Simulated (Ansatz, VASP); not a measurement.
## Two plane-wave programs on PbS

File INCAR:

```
PREC = Accurate ; ENCUT = 520
EDIFF = 1E-6 ; ISMEAR = -1
SIGMA = 0.02 ; LREAL = F
LASPH = T ; NELM = 100
ALGO = Normal ; ISIF = 2
LWAVE = F ; LCHARG = F
GGA = PE ; NBANDS = 17
```

File KPOINTS:

```
Automatic mesh
0
Gamma
  8 8 8
```

POSCAR

```
PbS
1.0
    0.0000000000      2.8713280870      2.8713280870
    2.8713280870      0.0000000000      2.8713280870
    2.8713280870      2.8713280870      0.0000000000
Pb S
1 1
Direct
    0.0000000000      0.0000000000      0.0000000000
    0.5000000000      0.5000000000      0.5000000000
```

Input for Ansatz:

```yaml
crystal:
  lattice:
    - [0.0, 2.871328087, 2.871328087]
    - [2.871328087, 0.0, 2.871328087]
    - [2.871328087, 2.871328087, 0.0]
  atoms:
    - { symbol: Pb, position: [0.0, 0.0, 0.0] }
    - { symbol: S, position: [0.5, 0.5, 0.5] }
kpoints:
  mp_grid: { grid: [8, 8, 8] }
  band_path:
    path:
      - [0.0, 0.0, 0.0]
      - [0.5, 0.0, 0.5]
      - [0.625, 0.25, 0.625]
      - [0.375, 0.375, 0.75]
      - [0.5, 0.5, 0.5]
      - [0.5, 0.25, 0.75]
      - [-0.015951, -0.015299, 0.489909]
    npoints: 1
hamiltonian:
  xc: pbe
scf:
  occupations: { method: fermi_dirac, width: 0.02 }
  n_extra_bands: 4
output:
  forces: true
  stress: true
  eigenvalues: true
```

Change from the starting cell: hydrostatic strain -3.9%.

Alike in both runs: task single point; functional PBE; k mesh 8 × 8 × 8; occupations fermi-dirac, width 0.02 eV; no spin polarisation.

|  | VASP | Ansatz |
| --- | --- | --- |
| version | VASP 6.6.1 | Ansatz 0.2.0 |
| potentials or method | VASP PAW PBE potentials, release 64 (Pb_d, S) | plane waves, PAW |
| plane-wave cutoff (eV) | 520 | 420 |
| valence electrons in the cell | 20 | 20 |

```csv
,VASP,Ansatz,Ansatz less VASP
pressure (GPa),9.3,9.4,+0.08
```

Caveats: spin-orbit coupling is left out, which as a rule narrows the gap of such compounds by several tenths of an eV.
